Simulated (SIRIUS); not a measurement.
# BP (P6_3/mmc) in SIRIUS: a series of runs

Runs on BP. Level: PBE. Tasks: single point.

Everything below comes from runs of SIRIUS 7.10.0. Logs are shortened: lines on timing, memory, paths and dates and some standing lists are left out, and cuts for length are marked. The log counts tension as positive stress, the text compression.

### Step 1. The crystal as given

The structure is hexagonal, space group P6_3/mmc (No. 194). The conventional cell has a = 3.067 Å, b = 3.067 Å, c = 5.079 Å, α = 90.00°, β = 90.00°, γ = 120.00°. B (site symmetry -3m) has 6 P at 2.18 Å as nearest neighbours. P (site symmetry -6m2) is surrounded by 6 B at 2.18 Å.

The cell was built by a generator and needn't be a form met in nature.

### Step 2. Single point, PBE

Input file sirius.json:

```json
{
  "control": {
    "processing_unit": "cpu",
    "verbosity": 2,
    "num_bands_to_print": 15,
    "print_forces": true,
    "print_stress": true
  },
  "parameters": {
    "electronic_structure_method": "pseudopotential",
    "xc_functionals": ["XC_GGA_X_PBE", "XC_GGA_C_PBE"],
    "gk_cutoff": 8.8,
    "pw_cutoff": 17.6,
    "ngridk": [8, 8, 4],
    "shiftk": [0, 0, 0],
    "smearing": "fermi_dirac",
    "smearing_width": 0.0018374661,
    "num_bands": 15,
    "num_mag_dims": 0,
    "num_dft_iter": 100,
    "energy_tol": 1e-08,
    "density_tol": 1e-06
  },
  "iterative_solver": {
    "type": "davidson",
    "min_tolerance": 1e-09,
    "tolerance_scale": [0.1, 0.25]
  },
  "mixer": {
    "type": "anderson",
    "beta": 0.7,
    "max_history": 8
  },
  "settings": {
    "tol_ne": 1e-10,
    "pseudo_grid_cutoff": 6.5
  },
  "unit_cell": {
    "lattice_vectors": [
      [5.79537428448, 0.0, 0.0],
      [-2.89768714224, 5.018942511655, 0.0],
      [0.0, 0.0, 9.597673322578]
    ],
    "atom_coordinate_units": "lattice",
    "atom_types": ["B", "P"],
    "atom_files": {
      "B": "B.json",
      "P": "P.json"
    },
    "atoms": {
      "B": [
        [0.0, 0.0, 0.0],
        [0.0, 0.0, 0.5]
      ],
      "P": [
        [0.33333, 0.66667, 0.25],
        [0.66667, 0.33333, 0.75]
      ]
    }
  }
}
```

Potentials or basis: PseudoDojo 0.4.1 PBE standard (scalar relativistic).

Started as:

```bash
> upf_to_json B.upf
> upf_to_json P.upf
> OMP_NUM_THREADS=1 sirius.scf --input=sirius.json --output=out.json --task=0
```

The program printed:

```text
[info] SIRIUS version : 7.10.0
[info] number of MPI ranks           : 1
[info] MPI grid                      : 1 1
[info] maximum number of OMP threads : 1
[fft] FFT context for density and potential
[fft] =====================================
[fft]   comm size                             : 1
[fft]   plane wave cutoff                     : 17.6
[fft]   grid size                             : 36 36 60   total : 77760
[fft]   grid limits                           : -17 18   -17 18   -29 30
[fft]   number of G-vectors within the cutoff : 12879
[fft]   local number of G-vectors             : 12879
[fft]   number of G-shells                    : 3557
[fft] FFT context for coarse grid
[fft] =====================================
[fft]   comm size                             : 1
[fft]   plane wave cutoff                     : 17.6
[fft]   grid size                             : 36 36 60   total : 77760
[fft]   grid limits                           : -17 18   -17 18   -29 30
[fft]   number of G-vectors within the cutoff : 12879
[fft]   local number of G-vectors             : 12879
[fft]   number of G-shells                    : 3557
[unit cell] lattice vectors
[unit cell]   a1 :       5.7953742845      0.0000000000      0.0000000000
[unit cell]   a2 :      -2.8976871422      5.0189425117      0.0000000000
[unit cell]   a3 :       0.0000000000      0.0000000000      9.5976733226
[unit cell] reciprocal lattice vectors
[unit cell]   b1 :       1.0841724794      0.6259471286     -0.0000000000
[unit cell]   b2 :       0.0000000000      1.2518942571      0.0000000000
[unit cell]   b3 :       0.0000000000     -0.0000000000      0.6546571337
[unit cell] unit cell volume :       279.16416827 [a.u.^3]
[unit cell] 1/sqrt(omega)    :         0.05985083
[unit cell] MT volume        :         0.00000000 ( 0.00%)
[unit cell] IT volume        :       279.16416827 (100.00%)
[unit cell] number of atom types : 2
[unit cell] type id : 0 symbol :  B mt_radius :  15.330000 num_atoms : 2
[unit cell] type id : 1 symbol :  P mt_radius :  12.970000 num_atoms : 2
[unit cell] total number of atoms : 4
[unit cell] number of symmetry classes : 2
[unit cell] number of PAW atoms : 0
[unit cell] atom id  type id  class id             position                      vector_field
[unit cell] ------------------------------------------------------------------------------------------
[unit cell]      0        0        0      0.00000   0.00000   0.00000      0.00000   0.00000   0.00000
[unit cell]      1        0        0      0.00000   0.00000   0.50000      0.00000   0.00000   0.00000
[unit cell]      2        1        1      0.33333   0.66667   0.25000      0.00000   0.00000   0.00000
[unit cell]      3        1        1      0.66667   0.33333   0.75000      0.00000   0.00000   0.00000
[unit cell] atom id         position (Cartesian, a.u.)
[unit cell] ---------------------------------------------
[unit cell]      0       0.000000    0.000000    0.000000
[unit cell]      1       0.000000    0.000000    4.798837
[unit cell]      2      -0.000029    3.345978    2.399418
[unit cell]      3       2.897716    1.672964    7.198255
[unit cell] class id : 0 atom id : 0 1
[unit cell] class id : 1 atom id : 2 3
[unit cell] minimum bond length:     4.117334
[unit cell] total number of pseudo wave-functions: 16
[sym] space group number   : 11
[sym] international symbol : P2_1/m
[sym] Hall symbol          : -P 2yb
[sym] space group transformation matrix :
[sym]   1.0000  0.0000  0.0000
[sym]   0.0000  0.0000 -1.0000
[sym]   0.0000  1.0000  0.0000
[... 285 lines left out ...]
[diagonalize] ik:    1   -0.181951   -0.028606    0.046067    0.311221    0.351957    0.420191    0.434432    0.488356    0.490232    0.513798    0.590805    0.613888    0.642055    0.644090    0.698034
[diagonalize] ik:    2   -0.149870    0.000993    0.075899    0.196498    0.308523    0.329807    0.376939    0.474330    0.481543    0.485706    0.518436    0.596979    0.642365    0.691414    0.698275
[diagonalize] ik:    3   -0.097321    0.030648    0.110123    0.124950    0.232964    0.279724    0.281878    0.456940    0.469029    0.475871    0.504136    0.574693    0.599711    0.731947    0.781780
[diagonalize] ik:    4   -0.033666   -0.019681    0.138472    0.155649    0.180282    0.209658    0.269849    0.448122    0.461929    0.462379    0.528491    0.566229    0.573708    0.760008    0.824014
[diagonalize] ...
[diagonalize] ik:   97   -0.005565   -0.005565    0.059983    0.059983    0.316815    0.316815    0.346423    0.346423    0.408406    0.408406    0.530299    0.530299    0.667204    0.667204    0.767349
[diagonalize] ik:   98   -0.016125   -0.016125    0.088945    0.088945    0.247828    0.247828    0.363030    0.363030    0.443804    0.443804    0.572062    0.572062    0.623867    0.623867    0.794688
[diagonalize] ik:   99   -0.023418   -0.023418    0.132456    0.132456    0.187073    0.187073    0.360164    0.360164    0.491922    0.491922    0.547598    0.547598    0.683713    0.683713    0.733255
[diagonalize] ik:  100   -0.016124   -0.016124    0.088943    0.088943    0.247828    0.247828    0.363031    0.363031    0.443802    0.443802    0.572064    0.572064    0.623868    0.623868    0.794687
[diagonalize] ik:  101   -0.005563   -0.005563    0.059981    0.059981    0.316816    0.316816    0.346423    0.346423    0.408404    0.408404    0.530301    0.530301    0.667205    0.667205    0.767349
[find] Charges and magnetic moments
[find] --------------------------------------------------------------------------------
[find] total charge          : 16.000000
[find] Energy
[find] --------------------------------------------------------------------------------
[find] valence_eval_sum               :       2.84382184
[find] <rho|V^{XC}>                   :      -7.39014759
[find] <rho|E^{XC}>                   :      -6.56543570
[find] <mag|B^{XC}>                   :       0.00000000
[find] <rho|V^{H}>                    :       0.88809263
[find] one-electron contribution      :       9.34587680 (Ha),      18.69175360 (Ry)
[find] hartree contribution           :       0.44404632
[find] xc contribution                :      -6.56543570
[find] ewald contribution             :     -22.84340298
[find] PAW contribution               :       0.00000000
[find] smearing (-TS)                 :      -0.00014421
[find] SCF correction                 :       0.00000055
[find] Total energy                   :     -19.61891501 (Ha),     -39.23783002 (Ry)
[find] Free energy (E-TS)             :     -19.61905922 (Ha),     -39.23811844 (Ry)
[find] band gap (eV)                  :       0.00000000
[find] Efermi                         :       0.41739573
[find] iteration : 10, RMS : 2.747234863930e-07, energy difference : 4.080582982624e-09
[find] Hartree energy of density residual : 2.224396322361e-11
[find] bands are converged : true
[find] iterative solver converged : true
[find] converged after 11 SCF iterations!
[find] Charges and magnetic moments
[find] --------------------------------------------------------------------------------
[find] total charge          : 16.000000
[find] Energy
[find] --------------------------------------------------------------------------------
[find] valence_eval_sum               :       2.84382184
[find] <rho|V^{XC}>                   :      -7.39014759
[find] <rho|E^{XC}>                   :      -6.56543570
[find] <mag|B^{XC}>                   :       0.00000000
[find] <rho|V^{H}>                    :       0.88809263
[find] one-electron contribution      :       9.34587680 (Ha),      18.69175360 (Ry)
[find] hartree contribution           :       0.44404632
[find] xc contribution                :      -6.56543570
[find] ewald contribution             :     -22.84340298
[find] PAW contribution               :       0.00000000
[find] smearing (-TS)                 :      -0.00014421
[find] SCF correction                 :       0.00000055
[find] Total energy                   :     -19.61891501 (Ha),     -39.23783002 (Ry)
[find] Free energy (E-TS)             :     -19.61905922 (Ha),     -39.23811844 (Ry)
[find] band gap (eV)                  :       0.00000000
[find] Efermi                         :       0.41739573
[ground_state] === stress tensor components [kbar] ===
[ground_state] === stress_kin ===
[ground_state] -6330.108331   -0.006745    0.000000
[ground_state]    -0.006745-6330.115431    0.000000
[ground_state]     0.000000    0.000000-6204.891435
[ground_state] === stress_har ===
[ground_state]  -102.708863    0.011899    0.000000
[ground_state]     0.011899 -102.694795    0.000000
[ground_state]     0.000000    0.000000 -262.575169
[ground_state] === stress_ewald ===
[ground_state]  8201.912991    0.080788    0.000000
[ground_state]     0.080788 8202.007438    0.000000
[ground_state]     0.000000    0.000000 7670.660307
[ground_state] === stress_vloc ===
[ground_state]  -610.317170   -0.089253    0.000000
[ground_state]    -0.089253 -610.423877    0.000000
[ground_state]     0.000000    0.000000  -36.839486
[ground_state] === stress_xc ===
[ground_state]   890.724522    0.000300    0.000000
[ground_state]     0.000300  890.724884    0.000000
[ground_state]     0.000000    0.000000  887.742790
[ground_state] === stress_core ===
[ground_state]  1102.059959   -0.000320    0.000000
[ground_state]    -0.000320 1102.059482    0.000000
[ground_state]     0.000000    0.000000 1097.624970
[ground_state] === stress_nonloc ===
[ground_state] -3149.702854    0.002652    0.000000
[ground_state]     0.002652-3149.699642    0.000000
[ground_state]     0.000000    0.000000-3144.303743
[ground_state] === stress_us_nl ===
[ground_state] -3149.702854    0.002652    0.000000
[ground_state]     0.002652-3149.699642    0.000000
[ground_state]     0.000000    0.000000-3144.303743
[ground_state] === stress_total ===
[ground_state]     1.860254   -0.000679    0.000000
[ground_state]    -0.000679    1.858059    0.000000
[ground_state]     0.000000    0.000000    7.418234
[ground_state] ==== total Forces in Ha/bohr =====
[ground_state] atom:    0, force:       0.0000000      0.0000000      0.0000000
[ground_state] atom:    1, force:       0.0000000      0.0000000      0.0000000
[ground_state] atom:    2, force:       0.0000021     -0.0000004      0.0000000
[ground_state] atom:    3, force:      -0.0000021      0.0000004     -0.0000000
[ground_state] ==== ultrasoft contribution from Qij =====
[ground_state] atom:    0, force:       0.0000000      0.0000000      0.0000000
[ground_state] atom:    1, force:       0.0000000      0.0000000      0.0000000
[ground_state] atom:    2, force:       0.0000000      0.0000000      0.0000000
[ground_state] atom:    3, force:       0.0000000      0.0000000      0.0000000
[ground_state] ==== non-local contribution from Beta-projector =====
[ground_state] atom:    0, force:       0.0000000      0.0000000      0.0000000
[ground_state] atom:    1, force:       0.0000000      0.0000000      0.0000000
[ground_state] atom:    2, force:       0.0000008     -0.0000001      0.0000000
[ground_state] atom:    3, force:      -0.0000008      0.0000001     -0.0000000
[ground_state] ==== contribution from local potential =====
[ground_state] atom:    0, force:       0.0000000      0.0000000      0.0000000
[ground_state] atom:    1, force:       0.0000000      0.0000000      0.0000000
[ground_state] atom:    2, force:      -0.0000145      0.0000089      0.0000000
[ground_state] atom:    3, force:       0.0000145     -0.0000089      0.0000000
[ground_state] ==== contribution from core density =====
[ground_state] atom:    0, force:       0.0000000      0.0000000      0.0000000
[ground_state] atom:    1, force:       0.0000000      0.0000000      0.0000000
[ground_state] atom:    2, force:      -0.0000000      0.0000001      0.0000000
[ground_state] atom:    3, force:       0.0000000     -0.0000001      0.0000000
[ground_state] ==== Ewald forces from ions =====
[ground_state] atom:    0, force:       0.0000000      0.0000000      0.0000000
[ground_state] atom:    1, force:       0.0000000      0.0000000      0.0000000
[ground_state] atom:    2, force:       0.0000157     -0.0000094      0.0000000
[ground_state] atom:    3, force:      -0.0000157      0.0000094      0.0000000
[~DFT_ground_state] local op. applied: 42847
[~DFT_ground_state] evp. work count: 12256.3
[~DFT_ground_state] number of iterative solver steps: 3873
```

Run time: 1.8 min. Hardware: 1 thread of Arm Neoverse V1, shared host; peak memory 0.74 GiB.

Results:

```
Free energy            : -533.8618 eV
Pressure               : -0.4 GPa
Band gap on the k mesh : none (metal or under the smearing width)
```

Stress tensor (GPa, compression positive):
```
-0.19  0.00  0.00
 0.00 -0.19  0.00
 0.00  0.00 -0.74
```

[end of part 1 of 2]
